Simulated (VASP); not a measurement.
Input of a VASP 6.6.1 run:

File INCAR:

```
SYSTEM = GaN
PREC = Accurate
ENCUT = 520
EDIFF = 1E-7
ISMEAR = -1
SIGMA = 0.05
LREAL = .FALSE.
LASPH = .TRUE.
NELM = 60
ALGO = Normal
ISIF = 2
LWAVE = .FALSE.
LCHARG = .FALSE.
GGA = PE
NBANDS = 16
```

File KPOINTS:

```
regular mesh
0
G
  10 10 10
  0 0 0
```

File POSCAR:

```
GaN
1.0
    0.0000000000      2.2535006075      2.2535006075
    2.2535006075      0.0000000000      2.2535006075
    2.2535006075      2.2535006075      0.0000000000
Ga N
1 1
Direct
    0.0064260000     -0.0016860000     -0.0053100000
    0.2425010000      0.2481970000      0.2566230000
```

Potentials or basis: VASP PAW PBE potentials, release 64 (Ga_d, N).

Run with:

```console
$ cat potpaw_PBE.64/Ga_d/POTCAR potpaw_PBE.64/N/POTCAR > POTCAR
$ mpirun -np 1 vasp_std > vasp.out
```

Q: Predict the pressure.

A: 5.2 GPa.

Q: What does it give for the band gap on the k mesh?

A: 1.64 eV, direct.

Forces on the atoms (eV/Å):
```
Ga   0.320 -0.010 -0.382
N   -0.320  0.010  0.382
```
